**Lattice constant of bcc molybdenum at eight DFT levels against a measured value**

The table holds lattice constants from equation-of-state fits: seven ABINIT PAW runs (LDA with and without spin-orbit coupling, AM05, WC, revPBE+D3, RPBE+D4, PW91+D4) and one all-electron FLEUR run (PBE), compared with 3.147 Å. The program works out pair differences, refits the energies on fewer volumes, compares the zero of the printed pressure with the fitted volume, and evaluates each fitted curve at the measured volume. The values span 0.047 Å, refits move them by less than 0.001 Å, and the misfit pressures run from −9.1 to +3.3 GPa. A Grüneisen estimate Δa/a = γE_vib/(3B₀V₀), with an assumed 300 K and a rough recalled Debye temperature, gives about 0.2 % of vibrational expansion. This shift leaves WC and PW91+D4 unranked, LDA still short and PBE longer.

Calculated values. Kohn-Sham DFT of nonmagnetic bcc molybdenum (one-atom cell) with ABINIT 10.8.3 and FLEUR MaX-R8.1 (later development tree), with Fermi-Dirac smearing of 0.05 eV. Each cubic lattice constant comes from a fit to energies at seven volumes from 14.94 to 16.85 Å³/atom. The measured value is 3.147 Å, for a bulk crystal (pmc:10052566).

## Program and output

```python
# Table: lattice constant of bcc Mo (A) from equation-of-state fits, ABINIT (PAW) and FLEUR (all electron),
# eight levels of DFT, against one measured value. Tested: order and differences, stability of the fit,
# printed pressure against energy slope, and one estimate of vibrational expansion.
T = {
    'program': ['ABINIT 10.8.3 (1)', 'ABINIT 10.8.3 (2)', 'ABINIT 10.8.3 (3)', 'ABINIT 10.8.3 (4)', 'ABINIT 10.8.3 (5)', 'ABINIT 10.8.3 (6)', 'ABINIT 10.8.3 (7)', 'FLEUR MaX-R8.1 (later development tree)'],
    'level': ['LDA with spin-orbit coupling', 'LDA-PZ', 'revPBE+D3', 'AM05', 'RPBE+D4', 'WC', 'PW91+D4', 'PBE'],
    'how': ['from the rest volume of the fit', 'from the rest volume of the fit', 'from the rest volume of the fit', 'from the rest volume of the fit', 'from the rest volume of the fit', 'from the rest volume of the fit', 'from the rest volume of the fit', 'from the rest volume of the fit'],
    'pot': ['JTH PAW LDA v2.0', 'JTH PAW LDA v2.0', 'JTH PAW PBE v2.0', 'JTH PAW PBE v2.0', 'JTH PAW PBE v2.0', 'JTH PAW PBE v2.0', 'JTH PAW PBE v2.0', 'all electron'],
    'cut': [408.2, 408.2, 408.2, 408.2, 408.2, 408.2, 408.2, None],  # eV
    'k': ['12x12x12', '12x12x12', '12x12x12', '12x12x12', '12x12x12', '12x12x12', '12x12x12', '12x12x12'],
    'y': [3.113, 3.114, 3.117, 3.126, 3.131, 3.138, 3.144, 3.16],  # Å
    'err': [-1.08, -1.06, -0.95, -0.66, -0.5, -0.29, -0.09, 0.4],  # %
}
import numpy as np
from numpy.polynomial import Polynomial as Poly
from scipy.constants import k as kB, e
from scipy.interpolate import CubicSpline
from scipy.optimize import brentq
aexp = 3.147  # measured value of the caption
# further outputs of the same runs, typed in table order (A^3, GPa, eV)
V = np.array([14.93813, 15.25596, 15.5738, 15.89163, 16.20946, 16.52729, 16.84513])
v0 = np.array([15.08295, 15.09286, 15.14534, 15.27799, 15.35168, 15.44737, 15.54218, 15.77128])
b0 = np.array([298.51, 299.22, 287.88, 287.84, 278.96, 282.38, 273.19, 263.55])
bp = np.array([4.5166, 4.5556, 4.9060, 4.5893, 4.5663, 4.5710, 4.3727, 4.8367])
E = np.array([[-1879.26701, -1879.26647, -1879.25429, -1879.23166, -1879.19968, -1879.15936, -1879.11182],
 [-1879.07382, -1879.07363, -1879.06181, -1879.03948, -1879.00772, -1878.96764, -1878.92034],
 [-1872.15028, -1872.15213, -1872.14257, -1872.12287, -1872.09413, -1872.05742, -1872.01388],
 [-1872.59687, -1872.60387, -1872.59898, -1872.58341, -1872.55827, -1872.52461, -1872.48359],
 [-1872.21971, -1872.2293, -1872.22707, -1872.21463, -1872.19204, -1872.16148, -1872.12345],
 [-1874.53814, -1874.55169, -1874.55297, -1874.54322, -1874.52358, -1874.49512, -1874.459],
 [-1875.71104, -1875.72773, -1875.73244, -1875.72622, -1875.70974, -1875.68475, -1875.65191],
 [-110194.949, -110194.974, -110194.987, -110194.989, -110194.98, -110194.962, -110194.936]])
P = {0: [2.844929, -3.35026, -8.900653, -13.88269, -18.33662, -22.3071, -25.75946],
 1: [3.037805, -3.183222, -8.759975, -13.76185, -18.2372, -22.22764, -25.69896],
 2: [3.978196, -2.100816, -7.516814, -12.34411, -16.62164, -20.40754, -23.69138],
 3: [6.700893, 0.37966, -5.294551, -10.38919, -14.93972, -19.0017, -22.5605],
 5: [10.11333, 3.594832, -2.262725, -7.527691, -12.23747, -16.44946, -20.15155]}
y, err = np.array(T['y'], float), np.array(T['err'], float)
n = [s.replace(' with spin-orbit coupling', '+SO') for s in T['level']]
lat = lambda v: (2 * v) ** (1 / 3)
a = lat(v0)
def pbm(v, i):  # Birch-Murnaghan pressure from the fit of run i
    x = (v0[i] / v) ** (1 / 3)
    return 1.5 * b0[i] * (x**7 - x**5) * (1 + 0.75 * (bp[i] - 4) * (x * x - 1))
def refit(i, s):
    p = Poly.fit(V[s] ** (-2 / 3), E[i][s] - E[i].mean(), 3)
    r = [z.real for z in p.deriv().roots() if abs(z.imag) < 1e-9 and p.deriv(2)(z.real) > 0]
    return lat(r[0] ** -1.5)
print(f"measured a {aexp} A, V {aexp**3/2:.3f} A^3; grid a {lat(V[0]):.3f} to {lat(V[-1]):.3f}, centre {lat(V[3]):.3f} A ({100*(lat(V[3])/aexp-1):+.2f} %)")
print(f"rounding of table: 0.0005 A = {0.05/aexp:.3f} %")
print(f"spread {y.max()-y.min():.3f} A = {err.max()-err.min():.2f} %; too short {(err<0).sum()}, too long {(err>0).sum()}; mean error {err.mean():+.2f} %, mean size {abs(err).mean():.2f} %")
print("pair differences in a from v0 (A, % of measured):")
for i, j in [(0, 1), (3, 1), (5, 3), (7, 5), (7, 1), (2, 1), (2, 7), (4, 7), (6, 7), (4, 2), (6, 5)]:
    print(f"  {n[i]} - {n[j]}: {a[i]-a[j]:+.4f}  {100*(a[i]-a[j])/aexp:+.2f}")
d = E[0] - E[1]
print(f"LDA+SO - LDA-PZ energy: {d[0]:.4f} eV, changes by {1e3*(d[-1]-d[0]):.1f} meV over the grid")
print("level: a from v0 (A), points below v0; refit shift (mA): all 7, smallest 5, largest 6")
sh = np.array([[1e3 * (refit(i, s) - a[i]) for s in (slice(0, 7), slice(0, 5), slice(1, 7))] for i in range(8)])
for i in range(8):
    print(f"  {n[i]}: {a[i]:.4f}, {(V<v0[i]).sum()}; {sh[i,0]:+.2f} {sh[i,1]:+.2f} {sh[i,2]:+.2f}")
print(f"largest refit shift {abs(sh).max():.2f} mA (PBE energies are given to 1 meV only)")
print("printed pressure: zero minus v0 (A^3), shift in a (mA); printed minus fitted, range (GPa)")
for i, p in P.items():
    z = brentq(CubicSpline(V, p), V[0], V[-1]); dp = np.array(p) - pbm(V, i)
    print(f"  {n[i]}: {z-v0[i]:+.4f}, {1e3*(lat(z)-a[i]):+.2f}; {dp.min():+.2f} to {dp.max():+.2f}")
Tk, th = 300.0, 4.0e2  # assumed temperature; Debye temperature is a rough recalled value
f = 100 * ((bp - 1) / 2) / (3 * b0 * 1e9 * v0 * 1e-30)
zp, tot = f * 9 / 8 * kB * th, f * 3 * kB * Tk * (1 + th**2 / (20 * Tk**2))
print(f"gamma {((bp-1)/2).min():.1f} to {((bp-1)/2).max():.1f}; 3kT {3*kB*Tk/e:.3f} eV; B0*V0 {(b0*v0).mean()*1e-21/e:.0f} eV")
print(f"expansion of a: zero point {zp.min():.2f} to {zp.max():.2f} %, with 300 K {tot.min():.2f} to {tot.max():.2f} % = {tot.mean()*aexp/100:.3f} A")
print("level: B0, P at measured V (GPa); error %: static, plus zero point, plus 300 K")
for i in range(8):
    print(f"  {n[i]}: {b0[i]:.0f}, {pbm(aexp**3/2, i):+.1f}; {err[i]:+.2f} {err[i]+zp.mean():+.2f} {err[i]+tot.mean():+.2f}")
print(f"pressure for 1 % in a, 3*B0/100: {0.03*b0.min():.1f} to {0.03*b0.max():.1f} GPa")
assert abs(a - y).max() < 6e-4 and abs(100 * (a / aexp - 1) - err).max() < 0.02
assert a[0] < a[1] < a[3] < a[5] < a[7] and (err > 0).sum() == 1
assert max(a[2], a[4], a[6]) < a[7] and abs(a[0] - a[1]) < 1e-3
assert 0.1 < tot.mean() < 0.3
```

Output:

```
measured a 3.147 A, V 15.583 A^3; grid a 3.103 to 3.230, centre 3.168 A (+0.66 %)
rounding of table: 0.0005 A = 0.016 %
spread 0.047 A = 1.48 %; too short 7, too long 1; mean error -0.53 %, mean size 0.63 %
pair differences in a from v0 (A, % of measured):
  LDA+SO - LDA-PZ: -0.0007  -0.02
  AM05 - LDA-PZ: +0.0127  +0.40
  WC - AM05: +0.0115  +0.37
  PBE - WC: +0.0218  +0.69
  PBE - LDA-PZ: +0.0460  +1.46
  revPBE+D3 - LDA-PZ: +0.0036  +0.11
  revPBE+D3 - PBE: -0.0424  -1.35
  RPBE+D4 - PBE: -0.0283  -0.90
  PW91+D4 - PBE: -0.0154  -0.49
  RPBE+D4 - revPBE+D3: +0.0141  +0.45
  PW91+D4 - WC: +0.0064  +0.20
LDA+SO - LDA-PZ energy: -0.1932 eV, changes by 1.7 meV over the grid
level: a from v0 (A), points below v0; refit shift (mA): all 7, smallest 5, largest 6
  LDA+SO: 3.1129, 1; +0.01 -0.08 +0.37
  LDA-PZ: 3.1136, 1; -0.00 -0.14 +0.54
  revPBE+D3: 3.1172, 1; -0.00 -0.05 +0.32
  AM05: 3.1263, 2; +0.01 +0.03 +0.25
  RPBE+D4: 3.1313, 2; +0.00 +0.30 +0.36
  WC: 3.1378, 2; -0.00 +0.08 +0.11
  PW91+D4: 3.1442, 2; +0.00 +0.39 +0.17
  PBE: 3.1596, 3; +0.57 +0.96 +0.43
largest refit shift 0.96 mA (PBE energies are given to 1 meV only)
printed pressure: zero minus v0 (A^3), shift in a (mA); printed minus fitted, range (GPa)
  LDA+SO: -0.0032, -0.22; -0.10 to -0.01
  LDA-PZ: -0.0039, -0.27; -0.12 to -0.02
  revPBE+D3: -0.0034, -0.24; -0.12 to -0.02
  AM05: -0.0018, -0.12; -0.12 to -0.01
  WC: -0.0004, -0.03; -0.11 to -0.00
gamma 1.7 to 2.0; 3kT 0.078 eV; B0*V0 27 eV
expansion of a: zero point 0.08 to 0.10 %, with 300 K 0.18 to 0.21 % = 0.006 A
level: B0, P at measured V (GPa); error %: static, plus zero point, plus 300 K
  LDA+SO: 299, -9.1; -1.08 -0.99 -0.89
  LDA-PZ: 299, -8.9; -1.06 -0.97 -0.87
  revPBE+D3: 288, -7.7; -0.95 -0.86 -0.76
  AM05: 288, -5.4; -0.66 -0.57 -0.47
  RPBE+D4: 279, -4.0; -0.50 -0.41 -0.31
  WC: 282, -2.4; -0.29 -0.20 -0.10
  PW91+D4: 273, -0.7; -0.09 -0.00 +0.10
  PBE: 264, +3.3; +0.40 +0.49 +0.59
pressure for 1 % in a, 3*B0/100: 7.9 to 9.0 GPa
```
